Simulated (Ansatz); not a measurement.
# CaF2 (fluorite): zero-pressure volume and bulk modulus with mr²SCAN

Aim: take the cell of CaF2 (fluorite) to zero pressure with mr²SCAN, then fit an equation of state.

Program: Ansatz 0.2.0. Level of theory: DFT mr²SCAN, scalar-relativistic, plane waves, PAW. These are calculated values, not measurements.

### Step 1. Starting point

The structure is cubic, space group Fm-3m (No. 225). The conventional cell has a = 5.462 Å, b = 5.462 Å, c = 5.462 Å, α = 90.00°, β = 90.00°, γ = 90.00°. Around Ca (site symmetry m-3m) lie 8 F at 2.37 Å. Around F (site symmetry -43m) lie 4 Ca at 2.37 Å.

As a file:

```
Ca F
1.0
     0.00000    2.73125    2.73125
     2.73125    0.00000    2.73125
     2.73125    2.73125    0.00000
Ca F
1 2
Direct
  0.00000 0.00000 0.00000
  0.25000 0.25000 0.25000
  0.75000 0.75000 0.75000
```

At PBE, an earlier run found 2.18 GPa for this cell of 13.583 Å³/atom (8×8×8 mesh), mesh gap 7.30 eV.

### Step 2. At the given cell

input.yaml

```yaml
crystal:
  lattice:
    - [0.0, 2.7312487411, 2.7312487411]
    - [2.7312487411, 0.0, 2.7312487411]
    - [2.7312487411, 2.7312487411, 0.0]
  atoms:
    - { symbol: Ca, position: [0.0, 0.0, 0.0] }
    - { symbol: F, position: [0.25, 0.25, 0.25] }
    - { symbol: F, position: [0.75, 0.75, 0.75] }
basis:
  ecutwfc: 500
  ecutrho_ratio: 4
kpoints:
  mp_grid: { grid: [8, 8, 8] }
hamiltonian:
  xc: mr2scan
scf:
  occupations: { method: gaussian, width: 0.05 }
output:
  forces: true
  stress: true
  eigenvalues: true
```

Run with:

```bash
ansatz run input.yaml --threads 4 --pin off --max-ram 8192MiB --backend cpu --events-out ev --progress --plain --runs-dir out
```

Standard output (excerpt; [...] marks lines left out):

```text
Warning: RAYON_NUM_THREADS=4 ignored (pool sized by the plan → 4); use --threads N
[...]
Pseudopotentials: kind: paw
Pseudopotential: Ca, paw, valence charge 10, recommended cutoff 500 eV (meta_gga), Ca.paw.azcp
Pseudopotential: F, paw, valence charge 7, recommended cutoff 500 eV (meta_gga), F.paw.azcp
Functional definition: m-r2SCAN
[...]
Crystal: 3 atoms, lattice volume = 40.749 Å³
Basis set: ecut = 500 eV, 1037 PW (Γ), exchange–correlation on 120×120×120 points (64 copies of the dense FFT grid, shifted against one another)
Bands: 16, of which v1, the nominal top of the filled ones, is band 12 counted from 1 (11 counted from 0)
Symmetry: 48 space group operations
Space group: Fm-3m (ITA 225), of the structure as read, at distance tolerance 3.4e-5 Å
k-points: 29 of 512
[...]
SCF iter   1: F=—  HF=-3448.048280 eV  |F-HF|=—  |Δ(HF+E_count)|=         —  Δρ=1.01e-2  dr2=4.01e-2  dr2_τ=6.92e-2  ethr=1.77e-3  ⟨swp⟩=6.6  Hψ=2845  notcnv=0
[...]
SCF iter   6: F=-3448.117856 eV  HF=-3448.117856 eV  |F-HF|=5.32e-11  |Δ(HF+E_count)|=   1.38e-7  Δρ=2.24e-6  dr2=6.55e-10  dr2_τ=1.61e-10  ethr=4.17e-10  ⟨swp⟩=5.0  Hψ=2094  notcnv=0
[...]
SCF converged after 6 iterations
Free energy (F): -3448.117856 eV
[...]
E sigma→0 (E₀):  -3448.117856 eV
Fermi energy:    6.721063 eV
[...]
--- Forces (eV/Å), atoms counted from 1 ---
  atom   1  Ca    -0.00000000     0.00000000     0.00000000
  atom   2  F     -0.00000000     0.00000000    -0.00000000
  atom   3  F      0.00000000    -0.00000000     0.00000000
[...]
--- Stress (GPa, compression-positive) ---
       -1.116083      -0.000000      -0.000000
       -0.000000      -1.116083       0.000000
       -0.000000       0.000000      -1.116083
  P = ⅓ Tr σ = -1.1161 GPa (-11.161 kbar)
--- Band table (eV; the first three rows and the last of 29) ---
  k-point 0: bands = ["-34.5055", "-18.3172", "-17.5710", "-14.5657", "-14.5657", "-14.5657", "0.6493", "0.6493", "0.6493", "2.4848", "2.4848", "2.4848", "10.6984", "12.7343", "12.7343", "14.9051"]
[...]
```

Run time: 1.6 s. Hardware: 4 threads of Arm Neoverse V1, shared host; peak memory 0.41 GiB.

Result: volume 13.583 Å³/atom, pressure -1.12 GPa, mesh gap 7.96 eV.

### Step 3. Stepping to 13.482 Å³/atom

Edit input.yaml of step 2 so:

```diff
@@ -2,5 +2,5 @@
   lattice:
-    - [0.0, 2.7312487411, 2.7312487411]
-    - [2.7312487411, 0.0, 2.7312487411]
-    - [2.7312487411, 2.7312487411, 0.0]
+    - [0.0, 2.7244578702, 2.7244578702]
+    - [2.7244578702, 0.0, 2.7244578702]
+    - [2.7244578702, 2.7244578702, 0.0]
   atoms:
```

Run with:

```bash
ansatz run input.yaml --threads 4 --pin off --max-ram 8192MiB --backend cpu --events-out ev --progress --plain --runs-dir out
```

Standard output (excerpt; [...] marks lines left out):

```text
Warning: RAYON_NUM_THREADS=4 ignored (pool sized by the plan → 4); use --threads N
[...]
Pseudopotentials: kind: paw
Pseudopotential: Ca, paw, valence charge 10, recommended cutoff 500 eV (meta_gga), Ca.paw.azcp
Pseudopotential: F, paw, valence charge 7, recommended cutoff 500 eV (meta_gga), F.paw.azcp
Functional definition: m-r2SCAN
[...]
Crystal: 3 atoms, lattice volume = 40.446 Å³
Basis set: ecut = 500 eV, 965 PW (Γ), exchange–correlation on 120×120×120 points (64 copies of the dense FFT grid, shifted against one another)
Bands: 16, of which v1, the nominal top of the filled ones, is band 12 counted from 1 (11 counted from 0)
Symmetry: 48 space group operations
Space group: Fm-3m (ITA 225), of the structure as read, at distance tolerance 3.4e-5 Å
k-points: 29 of 512
[...]
SCF iter   1: F=—  HF=-3448.049212 eV  |F-HF|=—  |Δ(HF+E_count)|=         —  Δρ=1.02e-2  dr2=4.03e-2  dr2_τ=7.01e-2  ethr=1.77e-3  ⟨swp⟩=6.6  Hψ=2853  notcnv=0
[...]
SCF iter   6: F=-3448.119358 eV  HF=-3448.119358 eV  |F-HF|=1.82e-10  |Δ(HF+E_count)|=   1.37e-7  Δρ=2.04e-6  dr2=5.43e-10  dr2_τ=1.39e-10  ethr=4.17e-10  ⟨swp⟩=5.0  Hψ=2079  notcnv=0
[...]
SCF converged after 6 iterations
Free energy (F): -3448.119358 eV
[...]
E sigma→0 (E₀):  -3448.119358 eV
Fermi energy:    6.814985 eV
[...]
--- Forces (eV/Å), atoms counted from 1 ---
  atom   1  Ca    -0.00000000    -0.00000000    -0.00000000
  atom   2  F      0.00000000     0.00000000     0.00000000
  atom   3  F      0.00000000     0.00000000     0.00000000
[...]
--- Stress (GPa, compression-positive) ---
       -0.474357       0.000000       0.000000
        0.000000      -0.474357       0.000000
        0.000000       0.000000      -0.474357
  P = ⅓ Tr σ = -0.4744 GPa (-4.744 kbar)
--- Band table (eV; the first three rows and the last of 29) ---
  k-point 0: bands = ["-34.3967", "-18.2638", "-17.5063", "-14.4571", "-14.4571", "-14.4571", "0.6974", "0.6974", "0.6974", "2.5550", "2.5550", "2.5550", "10.8147", "12.8359", "12.8359", "15.0377"]
[...]
```

Run time: 1.2 s. Hardware: 4 threads of Arm Neoverse V1, shared host; peak memory 0.41 GiB.

In short: volume 13.482 Å³/atom, pressure -0.47 GPa, mesh gap 8.00 eV.

### Step 4. Stepping to 13.410 Å³/atom

Edit input.yaml of step 3 so:

```diff
@@ -2,5 +2,5 @@
   lattice:
-    - [0.0, 2.7244578702, 2.7244578702]
-    - [2.7244578702, 0.0, 2.7244578702]
-    - [2.7244578702, 2.7244578702, 0.0]
+    - [0.0, 2.7195913004, 2.7195913004]
+    - [2.7195913004, 0.0, 2.7195913004]
+    - [2.7195913004, 2.7195913004, 0.0]
   atoms:
```

Run with:

```bash
ansatz run input.yaml --threads 4 --pin off --max-ram 8192MiB --backend cpu --events-out ev --progress --plain --runs-dir out
```

Standard output (excerpt; [...] marks lines left out):

```text
Warning: RAYON_NUM_THREADS=4 ignored (pool sized by the plan → 4); use --threads N
[...]
Pseudopotentials: kind: paw
Pseudopotential: Ca, paw, valence charge 10, recommended cutoff 500 eV (meta_gga), Ca.paw.azcp
Pseudopotential: F, paw, valence charge 7, recommended cutoff 500 eV (meta_gga), F.paw.azcp
Functional definition: m-r2SCAN
[...]
Crystal: 3 atoms, lattice volume = 40.229 Å³
Basis set: ecut = 500 eV, 965 PW (Γ), exchange–correlation on 120×120×120 points (64 copies of the dense FFT grid, shifted against one another)
Bands: 16, of which v1, the nominal top of the filled ones, is band 12 counted from 1 (11 counted from 0)
Symmetry: 48 space group operations
Space group: Fm-3m (ITA 225), of the structure as read, at distance tolerance 3.4e-5 Å
k-points: 29 of 512
[...]
SCF iter   1: F=—  HF=-3448.049227 eV  |F-HF|=—  |Δ(HF+E_count)|=         —  Δρ=1.02e-2  dr2=4.04e-2  dr2_τ=7.07e-2  ethr=1.77e-3  ⟨swp⟩=6.6  Hψ=2864  notcnv=0
[...]
SCF iter   6: F=-3448.119667 eV  HF=-3448.119667 eV  |F-HF|=1.67e-10  |Δ(HF+E_count)|=   1.38e-7  Δρ=1.91e-6  dr2=5.03e-10  dr2_τ=1.16e-10  ethr=4.17e-10  ⟨swp⟩=5.0  Hψ=2071  notcnv=0
[...]
SCF converged after 6 iterations
Free energy (F): -3448.119667 eV
[...]
E sigma→0 (E₀):  -3448.119667 eV
Fermi energy:    6.882867 eV
[...]
--- Forces (eV/Å), atoms counted from 1 ---
  atom   1  Ca    -0.00000000    -0.00000000     0.00000000
  atom   2  F     -0.00000000     0.00000000     0.00000000
  atom   3  F     -0.00000000    -0.00000000    -0.00000000
[...]
--- Stress (GPa, compression-positive) ---
        0.000184       0.000000       0.000000
       -0.000000       0.000184      -0.000000
        0.000000      -0.000000       0.000184
  P = ⅓ Tr σ = 0.0002 GPa (0.002 kbar)
--- Band table (eV; the first three rows and the last of 29) ---
  k-point 0: bands = ["-34.3183", "-18.2251", "-17.4596", "-14.3788", "-14.3788", "-14.3788", "0.7321", "0.7321", "0.7321", "2.6059", "2.6059", "2.6059", "10.8986", "12.9091", "12.9091", "15.1331"]
[...]
```

It took 1 s on 4 threads of Arm Neoverse V1, shared host; peak memory 0.41 GiB.

Result: volume 13.410 Å³/atom, pressure 0.00 GPa, gap on the mesh 8.03 eV.

### Step 5. Volume × 0.98 of the new zero

Edit input.yaml of step 4 so:

```diff
@@ -2,5 +2,5 @@
   lattice:
-    - [0.0, 2.7195913004, 2.7195913004]
-    - [2.7195913004, 0.0, 2.7195913004]
-    - [2.7195913004, 2.7195913004, 0.0]
+    - [0.0, 2.7013384598, 2.7013384598]
+    - [2.7013384598, 0.0, 2.7013384598]
+    - [2.7013384598, 2.7013384598, 0.0]
   atoms:
```

Run with:

```bash
ansatz run input.yaml --threads 4 --pin off --max-ram 8192MiB --backend cpu --events-out ev --progress --plain --runs-dir out
```

Standard output (excerpt; [...] marks lines left out):

```text
Warning: RAYON_NUM_THREADS=4 ignored (pool sized by the plan → 4); use --threads N
[...]
Pseudopotentials: kind: paw
Pseudopotential: Ca, paw, valence charge 10, recommended cutoff 500 eV (meta_gga), Ca.paw.azcp
Pseudopotential: F, paw, valence charge 7, recommended cutoff 500 eV (meta_gga), F.paw.azcp
Functional definition: m-r2SCAN
[...]
Crystal: 3 atoms, lattice volume = 39.425 Å³
Basis set: ecut = 500 eV, 965 PW (Γ), exchange–correlation on 120×120×120 points (64 copies of the dense FFT grid, shifted against one another)
Bands: 16, of which v1, the nominal top of the filled ones, is band 12 counted from 1 (11 counted from 0)
Symmetry: 48 space group operations
Space group: Fm-3m (ITA 225), of the structure as read, at distance tolerance 3.4e-5 Å
k-points: 29 of 512
[...]
SCF iter   1: F=—  HF=-3448.043000 eV  |F-HF|=—  |Δ(HF+E_count)|=         —  Δρ=1.04e-2  dr2=4.06e-2  dr2_τ=7.30e-2  ethr=1.77e-3  ⟨swp⟩=6.6  Hψ=2876  notcnv=0
[...]
SCF iter   6: F=-3448.114979 eV  HF=-3448.114979 eV  |F-HF|=1.80e-10  |Δ(HF+E_count)|=   1.39e-7  Δρ=1.71e-6  dr2=4.68e-10  dr2_τ=8.23e-11  ethr=4.17e-10  ⟨swp⟩=5.0  Hψ=2063  notcnv=0
[...]
SCF converged after 6 iterations
Free energy (F): -3448.114979 eV
[...]
E sigma→0 (E₀):  -3448.114979 eV
Fermi energy:    7.142281 eV
[...]
--- Forces (eV/Å), atoms counted from 1 ---
  atom   1  Ca    -0.00000000     0.00000000    -0.00000000
  atom   2  F      0.00000000     0.00000000     0.00000000
  atom   3  F      0.00000000    -0.00000000     0.00000000
[...]
--- Stress (GPa, compression-positive) ---
        1.893522      -0.000000       0.000000
        0.000000       1.893522      -0.000000
       -0.000000       0.000000       1.893522
  P = ⅓ Tr σ = 1.8935 GPa (18.935 kbar)
--- Band table (eV; the first three rows and the last of 29) ---
  k-point 0: bands = ["-34.0209", "-18.0768", "-17.2808", "-14.0814", "-14.0814", "-14.0814", "0.8647", "0.8647", "0.8647", "2.8006", "2.8006", "2.8006", "11.2191", "13.1873", "13.1873", "15.4965"]
[...]
```

Run time: 0.99 s. Hardware: 4 threads of Arm Neoverse V1, shared host; peak memory 0.4 GiB.

Result: volume 13.142 Å³/atom, pressure 1.89 GPa, gap on the mesh 8.15 eV.

### Step 6. Volume × 1.02 of the new zero

Edit input.yaml of step 5 so:

```diff
@@ -2,5 +2,5 @@
   lattice:
-    - [0.0, 2.7013384598, 2.7013384598]
-    - [2.7013384598, 0.0, 2.7013384598]
-    - [2.7013384598, 2.7013384598, 0.0]
+    - [0.0, 2.7376023637, 2.7376023637]
+    - [2.7376023637, 0.0, 2.7376023637]
+    - [2.7376023637, 2.7376023637, 0.0]
   atoms:
```

Run with:

```bash
ansatz run input.yaml --threads 4 --pin off --max-ram 8192MiB --backend cpu --events-out ev --progress --plain --runs-dir out
```

Standard output (excerpt; [...] marks lines left out):

```text
Warning: RAYON_NUM_THREADS=4 ignored (pool sized by the plan → 4); use --threads N
[...]
Pseudopotentials: kind: paw
Pseudopotential: Ca, paw, valence charge 10, recommended cutoff 500 eV (meta_gga), Ca.paw.azcp
Pseudopotential: F, paw, valence charge 7, recommended cutoff 500 eV (meta_gga), F.paw.azcp
Functional definition: m-r2SCAN
[...]
Crystal: 3 atoms, lattice volume = 41.034 Å³
Basis set: ecut = 500 eV, 1037 PW (Γ), exchange–correlation on 120×120×120 points (64 copies of the dense FFT grid, shifted against one another)
Bands: 16, of which v1, the nominal top of the filled ones, is band 12 counted from 1 (11 counted from 0)
Symmetry: 48 space group operations
Space group: Fm-3m (ITA 225), of the structure as read, at distance tolerance 3.4e-5 Å
k-points: 29 of 512
[...]
SCF iter   1: F=—  HF=-3448.046211 eV  |F-HF|=—  |Δ(HF+E_count)|=         —  Δρ=1.01e-2  dr2=4.00e-2  dr2_τ=6.85e-2  ethr=1.77e-3  ⟨swp⟩=6.5  Hψ=2849  notcnv=0
[...]
SCF iter   6: F=-3448.115348 eV  HF=-3448.115348 eV  |F-HF|=1.34e-10  |Δ(HF+E_count)|=   1.38e-7  Δρ=2.58e-6  dr2=9.02e-10  dr2_τ=2.03e-10  ethr=4.17e-10  ⟨swp⟩=5.0  Hψ=2098  notcnv=0
[...]
SCF converged after 6 iterations
Free energy (F): -3448.115348 eV
[...]
E sigma→0 (E₀):  -3448.115348 eV
Fermi energy:    6.634160 eV
[...]
--- Forces (eV/Å), atoms counted from 1 ---
  atom   1  Ca    -0.00000000     0.00000000     0.00000000
  atom   2  F     -0.00000000    -0.00000000    -0.00000000
  atom   3  F     -0.00000000    -0.00000000    -0.00000000
[...]
--- Stress (GPa, compression-positive) ---
       -1.695507      -0.000000       0.000000
       -0.000000      -1.695507       0.000000
       -0.000000       0.000000      -1.695507
  P = ⅓ Tr σ = -1.6955 GPa (-16.955 kbar)
--- Band table (eV; the first three rows and the last of 29) ---
  k-point 0: bands = ["-34.6067", "-18.3666", "-17.6307", "-14.6667", "-14.6667", "-14.6667", "0.6049", "0.6049", "0.6049", "2.4198", "2.4198", "2.4198", "10.5908", "12.6400", "12.6400", "14.7826"]
[...]
```

It took 1.1 s on 4 threads of Arm Neoverse V1, shared host; peak memory 0.41 GiB.

Result: volume 13.678 Å³/atom, pressure -1.70 GPa, gap on the mesh 7.91 eV.

### Step 7. Volume × 0.96 of the new zero

Edit input.yaml of step 6 so:

```diff
@@ -2,5 +2,5 @@
   lattice:
-    - [0.0, 2.7376023637, 2.7376023637]
-    - [2.7376023637, 0.0, 2.7376023637]
-    - [2.7376023637, 2.7376023637, 0.0]
+    - [0.0, 2.6828355609, 2.6828355609]
+    - [2.6828355609, 0.0, 2.6828355609]
+    - [2.6828355609, 2.6828355609, 0.0]
   atoms:
```

Run with:

```bash
ansatz run input.yaml --threads 4 --pin off --max-ram 8192MiB --backend cpu --events-out ev --progress --plain --runs-dir out
```

Standard output (excerpt; [...] marks lines left out):

```text
Warning: RAYON_NUM_THREADS=4 ignored (pool sized by the plan → 4); use --threads N
[...]
Pseudopotentials: kind: paw
Pseudopotential: Ca, paw, valence charge 10, recommended cutoff 500 eV (meta_gga), Ca.paw.azcp
Pseudopotential: F, paw, valence charge 7, recommended cutoff 500 eV (meta_gga), F.paw.azcp
Functional definition: m-r2SCAN
[...]
Crystal: 3 atoms, lattice volume = 38.620 Å³
Basis set: ecut = 500 eV, 941 PW (Γ), exchange–correlation on 120×120×120 points (64 copies of the dense FFT grid, shifted against one another)
Bands: 16, of which v1, the nominal top of the filled ones, is band 12 counted from 1 (11 counted from 0)
Symmetry: 48 space group operations
Space group: Fm-3m (ITA 225), of the structure as read, at distance tolerance 3.4e-5 Å
k-points: 29 of 512
[...]
SCF iter   1: F=—  HF=-3448.026571 eV  |F-HF|=—  |Δ(HF+E_count)|=         —  Δρ=1.06e-2  dr2=4.11e-2  dr2_τ=7.57e-2  ethr=1.77e-3  ⟨swp⟩=6.6  Hψ=2861  notcnv=0
[...]
SCF iter   6: F=-3448.100287 eV  HF=-3448.100287 eV  |F-HF|=1.04e-10  |Δ(HF+E_count)|=   1.40e-7  Δρ=1.68e-6  dr2=5.61e-10  dr2_τ=7.75e-11  ethr=4.17e-10  ⟨swp⟩=5.0  Hψ=2013  notcnv=0
[...]
SCF converged after 6 iterations
Free energy (F): -3448.100287 eV
[...]
E sigma→0 (E₀):  -3448.100287 eV
Fermi energy:    7.413046 eV
[...]
--- Forces (eV/Å), atoms counted from 1 ---
  atom   1  Ca    -0.00000000     0.00000000    -0.00000000
  atom   2  F     -0.00000000     0.00000000     0.00000000
  atom   3  F     -0.00000000    -0.00000000    -0.00000000
[...]
--- Stress (GPa, compression-positive) ---
        4.007290      -0.000000       0.000000
       -0.000000       4.007290       0.000000
        0.000000       0.000000       4.007290
  P = ⅓ Tr σ = 4.0073 GPa (40.073 kbar)
--- Band table (eV; the first three rows and the last of 29) ---
  k-point 0: bands = ["-33.7141", "-17.9212", "-17.0937", "-13.7740", "-13.7740", "-13.7740", "1.0032", "1.0032", "1.0032", "3.0046", "3.0046", "3.0046", "11.5535", "13.4752", "13.4752", "15.8742"]
[...]
```

It took 1.2 s on 4 threads of Arm Neoverse V1, shared host; peak memory 0.4 GiB.

Read off: volume 12.873 Å³/atom, pressure 4.01 GPa, gap on the mesh 8.28 eV.

### Step 8. Volume × 1.04 of the new zero

Edit input.yaml of step 7 so:

```diff
@@ -2,5 +2,5 @@
   lattice:
-    - [0.0, 2.6828355609, 2.6828355609]
-    - [2.6828355609, 0.0, 2.6828355609]
-    - [2.6828355609, 2.6828355609, 0.0]
+    - [0.0, 2.7553795005, 2.7553795005]
+    - [2.7553795005, 0.0, 2.7553795005]
+    - [2.7553795005, 2.7553795005, 0.0]
   atoms:
```

Run with:

```bash
ansatz run input.yaml --threads 4 --pin off --max-ram 8192MiB --backend cpu --events-out ev --progress --plain --runs-dir out
```

Standard output (excerpt; [...] marks lines left out):

```text
Warning: RAYON_NUM_THREADS=4 ignored (pool sized by the plan → 4); use --threads N
[...]
Pseudopotentials: kind: paw
Pseudopotential: Ca, paw, valence charge 10, recommended cutoff 500 eV (meta_gga), Ca.paw.azcp
Pseudopotential: F, paw, valence charge 7, recommended cutoff 500 eV (meta_gga), F.paw.azcp
Functional definition: m-r2SCAN
[...]
Crystal: 3 atoms, lattice volume = 41.838 Å³
Basis set: ecut = 500 eV, 1067 PW (Γ), exchange–correlation on 120×120×120 points (64 copies of the dense FFT grid, shifted against one another)
Bands: 16, of which v1, the nominal top of the filled ones, is band 12 counted from 1 (11 counted from 0)
Symmetry: 48 space group operations
Space group: Fm-3m (ITA 225), of the structure as read, at distance tolerance 3.5e-5 Å
k-points: 29 of 512
[...]
SCF iter   1: F=—  HF=-3448.034948 eV  |F-HF|=—  |Δ(HF+E_count)|=         —  Δρ=9.90e-3  dr2=3.97e-2  dr2_τ=6.65e-2  ethr=1.77e-3  ⟨swp⟩=6.6  Hψ=2840  notcnv=0
[...]
SCF iter   6: F=-3448.102960 eV  HF=-3448.102960 eV  |F-HF|=1.08e-9  |Δ(HF+E_count)|=   1.36e-7  Δρ=3.56e-6  dr2=2.03e-9  dr2_τ=3.97e-10  ethr=4.17e-10  ⟨swp⟩=5.0  Hψ=2093  notcnv=0
[...]
SCF converged after 6 iterations
Free energy (F): -3448.102960 eV
[...]
E sigma→0 (E₀):  -3448.102960 eV
Fermi energy:    6.395576 eV
[...]
--- Forces (eV/Å), atoms counted from 1 ---
  atom   1  Ca    -0.00000000     0.00000000     0.00000000
  atom   2  F     -0.00000000    -0.00000000    -0.00000000
  atom   3  F     -0.00000000    -0.00000000    -0.00000000
[...]
--- Stress (GPa, compression-positive) ---
       -3.214595      -0.000000       0.000000
        0.000000      -3.214595      -0.000000
       -0.000000       0.000000      -3.214595
  P = ⅓ Tr σ = -3.2146 GPa (-32.146 kbar)
--- Band table (eV; the first three rows and the last of 29) ---
  k-point 0: bands = ["-34.8864", "-18.5020", "-17.7942", "-14.9457", "-14.9457", "-14.9457", "0.4830", "0.4830", "0.4830", "2.2416", "2.2416", "2.2416", "10.2952", "12.3795", "12.3795", "14.4453"]
[...]
```

Wall time 1.2 s (4 threads of Arm Neoverse V1, shared host); peak memory 0.41 GiB.

In short: volume 13.946 Å³/atom, pressure -3.21 GPa, mesh gap 7.80 eV.

### Step 9. Energy and pressure against volume

Energies have the smearing extrapolated to zero and count from the lowest point.

```
volume (Å³/atom)  energy (meV/atom)  pressure (GPa)
          12.873               6.46            4.01
          13.142               1.56            1.89
          13.410               0.00            0.00
          13.678               1.44           -1.70
          13.946               5.57           -3.21
```

volume (Å³/atom), energy (meV/atom) and a bar:
```
    12.87        6.5 ##############################
    13.14        1.6 #######
    13.41        0.0 
    13.68        1.4 #######
    13.95        5.6 ##########################
```

### Step 10. Outcome

```
       quantity           value
             V0  13.410 Å³/atom
             B0          89 GPa
gap on the mesh         8.03 eV
    time in all           8.4 s
```

mr²SCAN puts the minimum at 13.41 Å³/atom, -1.3 % from the cell given, which stood at 2.2 GPa under PBE, with a bulk modulus of 89 GPa.
